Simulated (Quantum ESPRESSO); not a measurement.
Ag: equation of state with optB86b-vdW

The system is Ag.

```xyz
1
Lattice="0.0000 2.0427 2.0427 2.0427 0.0000 2.0427 2.0427 2.0427 0.0000" Properties=species:S:1:pos:R:3 pbc="T T T"
Ag    0.0000    0.0000    0.0000
```

```json
{
 "Program": "Quantum ESPRESSO 7.5",
 "Task": "equation of state",
 "Functional": "optB86b-vdW",
 "Potentials or basis": "PseudoDojo 0.4.1 SR PBE standard",
 "Cutoff": "1116 eV",
 "Density cutoff": "4463 eV",
 "k mesh": "11 × 11 × 11",
 "Occupations": "fermi-dirac, width 0.05 eV",
 "Spin": "no spin polarisation"
}
```

```
Equilibrium volume                      : 17.09 Å³/atom
Bulk modulus                            : 106 GPa
Pressure derivative of the bulk modulus : 6.3
```

Energy against volume, from the lowest point:
| volume (Å³/atom) | energy (meV/atom) |
| --- | --- |
| 16.025 | 25.63 |
| 16.366 | 11.25 |
| 16.707 | 2.97 |
| 17.048 | 0.00 |
| 17.389 | 1.63 |
| 17.730 | 7.28 |
| 18.071 | 16.27 |

All runs of the series together: 9.4 min on 1 thread of Intel(R) Xeon(R) CPU @ 2.60GHz (Ice Lake), with other jobs on the host.

Caveat: the potentials were made for another functional, which shifts forces and pressure.
